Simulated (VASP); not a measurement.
# CdS (Hawleyite) (F-43m) in VASP: further runs

Aim: see how the results for CdS (Hawleyite) move with the level of theory and the settings. Levels: LDA, r2SCAN, PBE, PBE+MBD. Tasks: band structure, G0W0 quasiparticle levels, chemical shielding.

Program: VASP 6.6.1. These are calculated values, not measurements. Logs are shortened: lines on timing, memory, paths and dates and some standing lists are left out, and cuts for length are marked.

### 1 The crystal as given

Symmetry: F-43m, No. 216, cubic system. The conventional cell has a = 5.833 Å, b = 5.833 Å, c = 5.833 Å, α = 90.00°, β = 90.00°, γ = 90.00°. Cd (site symmetry -43m) is surrounded by 4 S at 2.53 Å. Around S (site symmetry -43m) lie 4 Cd at 2.53 Å.

### 2 Band structure, LDA, spin-orbit coupling, no magnetisation

The input, POSCAR:

```
CdS
1.0
    0.0000000000      2.9165000000      2.9165000000
    2.9165000000      0.0000000000      2.9165000000
    2.9165000000      2.9165000000      0.0000000000
Cd S
1 1
Direct
    0.0000000000      0.0000000000      0.0000000000
    0.7500000000      0.7500000000      0.7500000000
```

The input, INCAR.step1:

```
PREC     = Accurate       # precision mode
ENCUT    = 520            # plane-wave cutoff, eV
EDIFF    = 1E-6           # SCF threshold, eV
ISMEAR   = 0              # smearing method
SIGMA    = 0.02           # smearing width, eV
LREAL    = F              # projectors in reciprocal space
LASPH    = T              # aspherical terms in the spheres
NELM     = 100            # most SCF steps
ALGO     = Fast           # electronic algorithm
ISIF     = 2              # what is computed and relaxed
LWAVE    = F              # write WAVECAR
LCHARG   = T              # write CHGCAR
MAGMOM   = 0 0 0 0 0 0    # initial moments
LORBIT   = 11             # projections on sites
LSORBIT  = T              # spin-orbit coupling
GGA_COMPAT= F            
GGA      = CA             # functional
KPAR     = 2
```

The input, KPOINTS.step1:

```
regular mesh
0
Gamma
  6 6 6
```

The input, INCAR.step2:

```
PREC     = Accurate       # precision mode
ENCUT    = 520            # plane-wave cutoff, eV
EDIFF    = 1E-6           # SCF threshold, eV
ISMEAR   = 0              # smearing method
SIGMA    = 0.05           # smearing width, eV
LREAL    = F              # projectors in reciprocal space
LASPH    = T              # aspherical terms in the spheres
NELM     = 100            # most SCF steps
ALGO     = Fast           # electronic algorithm
ISIF     = 2              # what is computed and relaxed
LWAVE    = F              # write WAVECAR
LCHARG   = F              # write CHGCAR
MAGMOM   = 0 0 0 0 0 0    # initial moments
LORBIT   = 11             # projections on sites
LSORBIT  = T              # spin-orbit coupling
GGA_COMPAT= F            
GGA      = CA             # functional
ICHARG   = 11             # starting density
KPAR     = 2
```

The input, KPOINTS.step2:

```
path GXWKGLUWLK,UX
20
line-mode
reciprocal
 0.0000000000  0.0000000000  0.0000000000  G
 0.5000000000  0.0000000000  0.5000000000  X

 0.5000000000  0.0000000000  0.5000000000  X
 0.5000000000  0.2500000000  0.7500000000  W

 0.5000000000  0.2500000000  0.7500000000  W
 0.3750000000  0.3750000000  0.7500000000  K

 0.3750000000  0.3750000000  0.7500000000  K
 0.0000000000  0.0000000000  0.0000000000  G

 0.0000000000  0.0000000000  0.0000000000  G
 0.5000000000  0.5000000000  0.5000000000  L

 0.5000000000  0.5000000000  0.5000000000  L
 0.6250000000  0.2500000000  0.6250000000  U

 0.6250000000  0.2500000000  0.6250000000  U
 0.5000000000  0.2500000000  0.7500000000  W

 0.5000000000  0.2500000000  0.7500000000  W
 0.5000000000  0.5000000000  0.5000000000  L

 0.5000000000  0.5000000000  0.5000000000  L
 0.3750000000  0.3750000000  0.7500000000  K

 0.6250000000  0.2500000000  0.6250000000  U
 0.5000000000  0.0000000000  0.5000000000  X
```

Potentials or basis: VASP PAW LDA potentials, release 64 (Cd, S).

The run is started by

```sh
$ cat potpaw_LDA.64/Cd/POTCAR potpaw_LDA.64/S/POTCAR > POTCAR
$ cp INCAR.step1 INCAR
$ cp KPOINTS.step1 KPOINTS
$ mpirun -np 2 vasp_ncl > vasp.out
$ cp INCAR.step2 INCAR
$ cp KPOINTS.step2 KPOINTS
$ mpirun -np 2 vasp_ncl > vasp.out
```

OUTCAR:

```text
PREC = Accurate
   ENCUT = 520
   EDIFF = 1E-6
   ISMEAR = 0
   LREAL = F
   LASPH = T
   NELM = 100
   ISIF = 2
   LORBIT = 11
   LSORBIT = T
   GGA = CA
   ICHARG = 11

 ion  position               nearest neighbor table
   1  0.000  0.000  0.000-   2 2.53   2 2.53   2 2.53   2 2.53
   2  0.750  0.750  0.750-   1 2.53   1 2.53   1 2.53   1 2.53

  LATTYP: Found a face centered cubic cell.
 ALAT       =     5.8330000000

  Lattice vectors:

 A1 = (   0.0000000000,   2.9165000000,   2.9165000000)
 A2 = (   2.9165000000,   0.0000000000,   2.9165000000)
 A3 = (   2.9165000000,   2.9165000000,   0.0000000000)

Analysis of symmetry for initial positions (statically):
=====================================================================
 Subroutine PRICEL returns:
 Original cell was already a primitive cell.

 Routine SETGRP: Setting up the symmetry group for a
 face centered cubic supercell.

 Subroutine GETGRP returns: Found 24 space group operations
 (whereof 24 operations were pure point group operations)
 out of a pool of 48 trial point group operations.

The static configuration has the point symmetry T_d .

Analysis of symmetry for dynamics (positions and initial velocities):
=====================================================================
 Subroutine PRICEL returns:
 Original cell was already a primitive cell.

 Routine SETGRP: Setting up the symmetry group for a
 face centered cubic supercell.

 Subroutine GETGRP returns: Found 24 space group operations
 (whereof 24 operations were pure point group operations)
 out of a pool of 48 trial point group operations.

The dynamic configuration has the point symmetry T_d .

Analysis of structural, dynamic, and magnetic symmetry:
=====================================================================
 Subroutine PRICEL returns:
 Original cell was already a primitive cell.

 Routine SETGRP: Setting up the symmetry group for a
 face centered cubic supercell.

 Subroutine GETGRP returns: Found 24 space group operations
[... 856 lines left out ...]
  -------------------------------------------------------------------------------------
  Total       -1.3260030     -1.3260030     -1.3260030      0.0000000      0.0000000      0.0000000
  in kB      -42.8192587    -42.8192587    -42.8192587      0.0000000      0.0000000      0.0000000
  external PRESSURE =     -42.8192587 kB  Pullay stress =       0.0000000 kB

 VOLUME and BASIS-vectors are now :
 -----------------------------------------------------------------------------
  energy-cutoff  :      520.00
  volume of cell :       49.62
      direct lattice vectors                 reciprocal lattice vectors
     0.000000000  2.916500000  2.916500000    -0.171438368  0.171438368  0.171438368
     2.916500000  0.000000000  2.916500000     0.171438368 -0.171438368  0.171438368
     2.916500000  2.916500000  0.000000000     0.171438368  0.171438368 -0.171438368

 POSITION                                       TOTAL-FORCE (eV/Angst)
 -----------------------------------------------------------------------------------
      0.00000      0.00000      0.00000         0.000000     -0.000000     -0.000000
      4.37475      4.37475      4.37475        -0.000000      0.000000      0.000000
 -----------------------------------------------------------------------------------
    total drift:                               -0.000000     -0.000000     -0.000000

  FREE ENERGIE OF THE ION-ELECTRON SYSTEM (eV)
  ---------------------------------------------------
  free  energy   TOTEN  =        -7.6718693489 eV

  energy  without entropy=       -7.6718693489  energy(sigma->0) =       -7.67186935

 Spin-Orbit-Coupling matrix elements

 Ion:    1  E_soc:     -0.0602549
 l=   1
     0.0000000    -0.0026687    -0.0026687
    -0.0026687     0.0000000    -0.0026687
    -0.0026687    -0.0026687     0.0000000
 l=   2
     0.0000000    -0.0015119     0.0000000    -0.0015119    -0.0058619
    -0.0015119     0.0000000    -0.0043964    -0.0015119    -0.0014655
     0.0000000    -0.0043964     0.0000000    -0.0043964     0.0000000
    -0.0015119    -0.0015119    -0.0043964     0.0000000    -0.0014655
    -0.0058619    -0.0014655     0.0000000    -0.0014655     0.0000000
 l=   3
     0.0000000     0.0000000     0.0000000     0.0000000     0.0000000     0.0000000     0.0000000
     0.0000000     0.0000000     0.0000000     0.0000000     0.0000000     0.0000000     0.0000000
     0.0000000     0.0000000     0.0000000     0.0000000     0.0000000     0.0000000     0.0000000
     0.0000000     0.0000000     0.0000000     0.0000000     0.0000000     0.0000000     0.0000000
     0.0000000     0.0000000     0.0000000     0.0000000     0.0000000     0.0000000     0.0000000
     0.0000000     0.0000000     0.0000000     0.0000000     0.0000000     0.0000000     0.0000000
     0.0000000     0.0000000     0.0000000     0.0000000     0.0000000     0.0000000     0.0000000

 Ion:    2  E_soc:     -0.0021939
 l=   1
     0.0000000    -0.0003656    -0.0003656
    -0.0003656     0.0000000    -0.0003656
    -0.0003656    -0.0003656     0.0000000
 l=   2
     0.0000000     0.0000000     0.0000000     0.0000000     0.0000000
     0.0000000     0.0000000     0.0000000     0.0000000     0.0000000
     0.0000000     0.0000000     0.0000000     0.0000000     0.0000000
     0.0000000     0.0000000     0.0000000     0.0000000     0.0000000
     0.0000000     0.0000000     0.0000000     0.0000000     0.0000000
 l=   3
     0.0000000     0.0000000     0.0000000     0.0000000     0.0000000     0.0000000     0.0000000
     0.0000000     0.0000000     0.0000000     0.0000000     0.0000000     0.0000000     0.0000000
     0.0000000     0.0000000     0.0000000     0.0000000     0.0000000     0.0000000     0.0000000
     0.0000000     0.0000000     0.0000000     0.0000000     0.0000000     0.0000000     0.0000000
     0.0000000     0.0000000     0.0000000     0.0000000     0.0000000     0.0000000     0.0000000
     0.0000000     0.0000000     0.0000000     0.0000000     0.0000000     0.0000000     0.0000000
     0.0000000     0.0000000     0.0000000     0.0000000     0.0000000     0.0000000     0.0000000

 total charge

# of ion       s       p       d       tot
------------------------------------------
    1        0.438   0.339   9.548  10.324
    2        1.317   2.380   0.000   3.697
--------------------------------------------------
tot          1.755   2.718   9.548  14.021

 magnetization (x)

# of ion       s       p       d       tot
------------------------------------------
    1       -0.000  -0.000   0.000  -0.000
    2        0.000   0.000   0.000   0.000
--------------------------------------------------
tot         -0.000   0.000   0.000   0.000

 magnetization (y)

# of ion       s       p       d       tot
------------------------------------------
    1       -0.000   0.000   0.000   0.000
    2       -0.000  -0.000   0.000  -0.000
--------------------------------------------------
tot         -0.000  -0.000   0.000  -0.000

 magnetization (z)

# of ion       s       p       d       tot
------------------------------------------
    1        0.000  -0.000   0.000  -0.000
    2       -0.000  -0.000   0.000  -0.000
--------------------------------------------------
tot         -0.000  -0.000   0.000  -0.000
```

OSZICAR.step1:

```text
N       E                     dE             d eps       ncg     rms          rms(c)
DAV:   1     0.127531905253E+03    0.12753E+03   -0.88542E+03  1152   0.127E+03
DAV:   2    -0.737166910501E+00   -0.12827E+03   -0.12311E+03  1244   0.326E+02
DAV:   3    -0.786265417763E+01   -0.71255E+01   -0.70778E+01  1378   0.775E+01
DAV:   4    -0.794113418952E+01   -0.78480E-01   -0.78403E-01  1234   0.762E+00
DAV:   5    -0.794232137676E+01   -0.11872E-02   -0.11871E-02  1396   0.947E-01    0.823E+00
RMM:   6    -0.745844177664E+01    0.48388E+00   -0.87628E-01  1145   0.680E+00    0.670E+00
RMM:   7    -0.743231827030E+01    0.26124E-01   -0.19195E-01  1164   0.293E+00    0.267E+00
RMM:   8    -0.742637933192E+01    0.59389E-02   -0.15841E-02  1208   0.104E+00    0.975E-01
RMM:   9    -0.742607957385E+01    0.29976E-03   -0.35104E-03  1287   0.560E-01    0.232E-01
RMM:  10    -0.742604694136E+01    0.32632E-04   -0.55347E-04  1307   0.229E-01    0.146E-01
RMM:  11    -0.742628646485E+01   -0.23952E-03   -0.11992E-03  1259   0.190E-01    0.255E-01
RMM:  12    -0.742605381845E+01    0.23265E-03   -0.50685E-04  1211   0.124E-01    0.270E-02
RMM:  13    -0.742605789103E+01   -0.40726E-05   -0.43837E-05  1262   0.517E-02    0.122E-02
RMM:  14    -0.742605809654E+01   -0.20551E-06   -0.38323E-06  1165   0.173E-02
   1 F= -.74260581E+01 E0= -.74260581E+01  d E =-.766960E-14  mag=     0.0000    -0.0000     0.0000
```

Run time: 3.2 min. Hardware: 2 MPI ranks of Intel Xeon Platinum 8259CL at 2.50GHz (Skylake/Cascade Lake), shared host; peak memory 0.48 GiB.

Caveat: the log is that of the step along the path at fixed density, whose energy, stress, charges and moments have no meaning.

### 3 Band structure, r2SCAN, spin-orbit coupling, no magnetisation

The input, INCAR:

```
PREC     = Accurate       # precision mode
ENCUT    = 520            # plane-wave cutoff, eV
EDIFF    = 1E-6           # SCF threshold, eV
ISMEAR   = 0              # smearing method
SIGMA    = 0.02           # smearing width, eV
LREAL    = F              # projectors in reciprocal space
LASPH    = T              # aspherical terms in the spheres
NELM     = 100            # most SCF steps
ALGO     = Normal         # electronic algorithm
ISIF     = 2              # what is computed and relaxed
LWAVE    = F              # write WAVECAR
LCHARG   = F              # write CHGCAR
LNONCOLLINEAR= T              # non-collinear magnetism
MAGMOM   = 0 0 0 0 0 0    # initial moments
LORBIT   = 11             # projections on sites
LSORBIT  = T              # spin-orbit coupling
GGA_COMPAT= F            
METAGGA  = R2SCAN         # meta-GGA
LMIXTAU  = T            
KPAR     = 2
```

The input, KPOINTS:

```
regular mesh
0
Gamma
  6 6 6
```

POSCAR is that of step 2.

The input, KPOINTS_OPT:

```
path GXWKGLUWLK,UX
20
line-mode
reciprocal
 0.0000000000  0.0000000000  0.0000000000  G
 0.5000000000  0.0000000000  0.5000000000  X

 0.5000000000  0.0000000000  0.5000000000  X
 0.5000000000  0.2500000000  0.7500000000  W

 0.5000000000  0.2500000000  0.7500000000  W
 0.3750000000  0.3750000000  0.7500000000  K

 0.3750000000  0.3750000000  0.7500000000  K
 0.0000000000  0.0000000000  0.0000000000  G

 0.0000000000  0.0000000000  0.0000000000  G
 0.5000000000  0.5000000000  0.5000000000  L

 0.5000000000  0.5000000000  0.5000000000  L
 0.6250000000  0.2500000000  0.6250000000  U

 0.6250000000  0.2500000000  0.6250000000  U
 0.5000000000  0.2500000000  0.7500000000  W

 0.5000000000  0.2500000000  0.7500000000  W
 0.5000000000  0.5000000000  0.5000000000  L

 0.5000000000  0.5000000000  0.5000000000  L
 0.3750000000  0.3750000000  0.7500000000  K

 0.6250000000  0.2500000000  0.6250000000  U
 0.5000000000  0.0000000000  0.5000000000  X
```

Potentials or basis: VASP PAW PBE potentials, release 64 (Cd, S).

The run is started by

```sh
$ cat potpaw_PBE.64/Cd/POTCAR potpaw_PBE.64/S/POTCAR > POTCAR
$ mpirun -np 2 vasp_ncl > vasp.out
```

Wall time 10 min (2 MPI ranks of Intel Xeon Platinum 8259CL at 2.50GHz (Skylake/Cascade Lake), shared host); peak memory 0.37 GiB.

It converged, with:

* Free energy: -29.7048 eV
* Pressure: 1.8 GPa
* Valence electrons inside the program's atomic spheres: Cd 10.31; S 3.74

Caveat: the PAW data sets were made with another functional, which shifts forces and pressure a little.

[end of part 1 of 3]
